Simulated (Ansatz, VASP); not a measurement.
# HfN: VASP beside Ansatz

File INCAR:

```
SYSTEM = HfN
ALGO = Normal
EDIFF = 1E-7
ENCUT = 520
GGA = PS
ISIF = 2
ISMEAR = -1
LASPH = .True.
LCHARG = .False.
LREAL = .False.
LWAVE = .False.
NBANDS = 23
NELM = 80
PREC = Accurate
SIGMA = 0.05
```

The input KPOINTS:

```
k-points
0
Gamma
  10 10 5
  0 0 0
```

File POSCAR:

```
HfN
1.0
    3.1128744484      0.0000000000      0.0000000000
   -1.5564372243      2.6958283511      0.0000000000
    0.0000000000      0.0000000000      5.3804124788
Hf N
2 2
Direct
    0.3333333333      0.6666666667      0.2500000000
    0.6666666667      0.3333333333      0.7500000000
    0.0000000000      0.0000000000      0.5000000000
    0.0000000000      0.0000000000      0.0000000000
```

input.yaml

```yaml
crystal:
  lattice:
    - [3.1128744484, 0.0, 0.0]
    - [-1.5564372243, 2.6958283511, 0.0]
    - [0.0, 0.0, 5.3804124788]
  atoms:
    - { symbol: Hf, position: [0.3333333333, 0.6666666667, 0.25] }
    - { symbol: Hf, position: [0.6666666667, 0.3333333333, 0.75] }
    - { symbol: "N", position: [0.0, 0.0, 0.5] }
    - { symbol: "N", position: [0.0, 0.0, 0.0] }
hamiltonian:
  xc: pbesol
  pseudopotentials: { kind: paw }
kpoints:
  mp_grid: { grid: [10, 10, 5] }
scf:
  occupations: { method: fermi_dirac, width: 0.05 }
output:
  forces: true
  stress: true
  eigenvalues: true
  write_density: true
  write_potential: true
  elf: true
  volumetric_format: npy
```

Change from the starting cell: volume scaled by 0.98.

Alike in both runs: task single point; functional PBEsol; k mesh 10 × 10 × 5; occupations fermi-dirac, width 0.05 eV; no spin polarisation.

|  | VASP | Ansatz |
| --- | --- | --- |
| version | VASP 6.6.1 | Ansatz 0.2.0 |
| potentials or method | VASP PAW PBE potentials, release 64 (Hf_pv, N) | Ansatz PAW |
| plane-wave cutoff (eV) | 520 | 420 |
| valence electrons in the cell | 30 | 62 |

```csv
,VASP,Ansatz,Ansatz less VASP
gap on the k mesh at the Fermi level (eV),none,none,-
pressure (GPa),1.1,3.2,+2.06
largest component of the traceless stress (GPa),0.48,0.56,+0.075
```

A gap of «none» marks a metal or a gap that the smearing closes. The functional is the same, so the differences come from potentials, cutoffs and numerics. The two sets of potentials don't hold the same shells in valence.

Caveats: the PAW data sets were made with another functional, which shifts forces and pressure a little (VASP); the pressure holds a Pulay correction of +0.5 GPa for the finite cutoff (Ansatz); the PAW data sets come from PBE, with cores solved anew for the run's functional, which leaves a small shift of forces and pressure (Ansatz). Spin-orbit coupling is left out, which matters for the levels of Hf.
